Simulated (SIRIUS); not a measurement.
The system is Ni.

```
Ni
1.0
     0.00000    1.73757    1.73757
     1.73757    0.00000    1.73757
     1.73757    1.73757    0.00000
Ni
1
Direct
  0.00000 0.00000 0.00000
```

Alike in all runs: program SIRIUS 7.12.0; functional PBE; potentials or basis all-electron FP-LAPW; cutoff 203 eV; basis apw+lo standard; k mesh 13 × 13 × 13; occupations fermi-dirac, width 0.05 eV.

Starts and where they ended:

```csv
start,free energy over the lowest (meV/atom),net moment (μB),site or absolute moments (μB),gap
no spin polarisation,53.8,-,-,none (metal or under the smearing width)
"non-collinear spin, ferromagnetic start of up to 1 μB",0.0,0.63,-,none (metal or under the smearing width)
"collinear spin, ferromagnetic start of up to 1 μB",0.4,0.63,Ni +0.65,none (metal or under the smearing width)
```

Allowing spin polarisation gains 54 meV/atom. A still lower state may exist.
